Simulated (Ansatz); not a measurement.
Crystal: Sn.

```
Sn
1.0
    -1.89465    1.89465    1.89465
     1.89465   -1.89465    1.89465
     1.89465    1.89465   -1.89465
Sn
1
Direct
  0.00000 0.00000 0.00000
```

This isn't the form of Sn at room conditions, which is tetragonal (white tin).

```yaml
Program: Ansatz 0.2.0
Task: relaxation of cell and atoms
Functional: RPBE
Dispersion: D3(BJ)
Potentials_or_basis: Ansatz PAW
Cutoff: "420 eV (not typed: the program's choice for these potentials)"
k_mesh: 10 × 10 × 10
Occupations: fermi-dirac, width 0.05 eV
Spin: no spin polarisation
```

At the start: volume 27.20 Å³/atom.

**Question.** How do energy, volume and symmetry change on relaxing?

**Answer.** It ends after 6 steps and the volume is 20.58 Å³/atom (-24.4 %); space group Im-3m (No. 229, to 0.05 Å).

Step by step:
```
step  energy change (eV)  largest force (eV/Å)  volume (Å³)
   1              0.0000                0.0000        27.20
   2             -0.3576                0.0000        23.42
   3             -0.4719                0.0000        20.00
   4             -0.4780                0.0000        20.74
   5             -0.4785                0.0000        20.58
   6             -0.4771                0.0000        20.58
```

Final structure:
```cif
data_structure
_symmetry_space_group_name_H-M 'P 1'
_symmetry_Int_Tables_number 1
_cell_length_a 2.9900
_cell_length_b 2.9900
_cell_length_c 2.9900
_cell_angle_alpha 109.471
_cell_angle_beta 109.471
_cell_angle_gamma 109.471
_cell_volume 20.58
loop_
_atom_site_label
_atom_site_type_symbol
_atom_site_fract_x
_atom_site_fract_y
_atom_site_fract_z
_atom_site_occupancy
Sn1 Sn 0.00000 0.00000 0.00000 1
```

Caveat: the volume moved by over 15 % at a fixed basis, so the end points are rough; the plane-wave basis is chosen anew once the cell has moved, so the energies of steps on either side of that aren't comparable; pairwise dispersion overbinds metals, which lowers pressure and volume; the PAW data sets come from PBE, with cores solved anew for the run's functional, which leaves a small shift of forces and pressure.
